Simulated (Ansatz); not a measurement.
Geometry optimisation in Ansatz: input, command and trajectory.

```yaml
crystal:
  lattice:
    - [0.0, 2.9161989856, 2.9161989856]
    - [2.9161989856, 0.0, 2.9161989856]
    - [2.9161989856, 2.9161989856, 0.0]
  atoms:
    - { symbol: Hg, position: [0.0, 0.0, 0.0] }
    - { symbol: Te, position: [0.25, 0.25, 0.25] }
basis:
  ecutwfc: 420
kpoints:
  mp_grid: { grid: [12, 12, 12] }
hamiltonian:
  xc: pbesol
scf:
  occupations: { method: gaussian, width: 0.1 }
output:
  forces: true
  stress: true
  eigenvalues: true
relax:
  adjacent_minimum: "off"
  f_tol: 0.008
  max_steps: 50
  cell: { stress_tol: 0.08, p_target: 40.0 }
```

```bash
ansatz run input.yaml --threads 1 --pin off --max-ram 2560MiB --backend cpu --events-out ev --progress --plain --runs-dir out
```

Theory: Ansatz, DFT PBEsol, scalar-relativistic, plane waves, PAW.

Of 5 frames 5 are shown, positions in Å and forces in eV/Å; the SCF threshold varies from step to step. Steps run on the plane waves of an earlier cell, with a Pulay correction in the pressure. The basis is chosen afresh for the last frame, the zero of the energies, and at times for earlier ones too; energy and pressure step there, also at an unchanged geometry. The relaxation lowers the enthalpy F + PV at the target pressure, so the free energy itself can rise. The mark taken_back stands on steps that the optimiser undid.

```xyz
2
Lattice="0.0000 2.9162 2.9162 2.9162 0.0000 2.9162 2.9162 2.9162 0.0000" Properties=species:S:1:pos:R:3:forces:R:3 pbc="T T T" step=1 free_energy_over_end_meV_per_atom=-216.91 pressure_GPa=32.32
Hg    0.0000    0.0000    0.0000    0.0000    0.0000    0.0000
Te    1.4581    1.4581    1.4581    0.0000    0.0000    0.0000
2
Lattice="0.0000 2.7969 2.7969 2.7969 0.0000 2.7969 2.7969 2.7969 0.0000" Properties=species:S:1:pos:R:3:forces:R:3 pbc="T T T" step=2 free_energy_over_end_meV_per_atom=609.85 pressure_GPa=61.36 taken_back
Hg    0.0000    0.0000    0.0000    0.0000    0.0000    0.0000
Te    1.3984    1.3984    1.3984    0.0000    0.0000    0.0000
2
Lattice="0.0000 2.8827 2.8827 2.8827 0.0000 2.8827 2.8827 2.8827 0.0000" Properties=species:S:1:pos:R:3:forces:R:3 pbc="T T T" step=3 free_energy_over_end_meV_per_atom=-29.44 pressure_GPa=39.02
Hg    0.0000    0.0000    0.0000    0.0000    0.0000    0.0000
Te    1.4413    1.4413    1.4413    0.0000    0.0000    0.0000
2
Lattice="0.0000 2.8779 2.8779 2.8779 0.0000 2.8779 2.8779 2.8779 0.0000" Properties=species:S:1:pos:R:3:forces:R:3 pbc="T T T" step=4 free_energy_over_end_meV_per_atom=-0.28 pressure_GPa=40.06
Hg    0.0000    0.0000    0.0000    0.0000    0.0000    0.0000
Te    1.4390    1.4390    1.4390    0.0000    0.0000    0.0000
2
Lattice="0.0000 2.8779 2.8779 2.8779 0.0000 2.8779 2.8779 2.8779 0.0000" Properties=species:S:1:pos:R:3:forces:R:3 pbc="T T T" step=5 free_energy_over_end_meV_per_atom=0.00 pressure_GPa=40.06
Hg    0.0000    0.0000    0.0000    0.0000    0.0000    0.0000
Te    1.4390    1.4390    1.4390    0.0000    0.0000    0.0000
```

The run took 68 s on 1 thread of Intel(R) Xeon(R) Platinum 8259CL CPU @ 2.50GHz (Skylake/Cascade Lake) (shared host), peak memory 0.46 GiB.

Spin–orbit coupling is left out, which can shift energies with elements as heavy as these.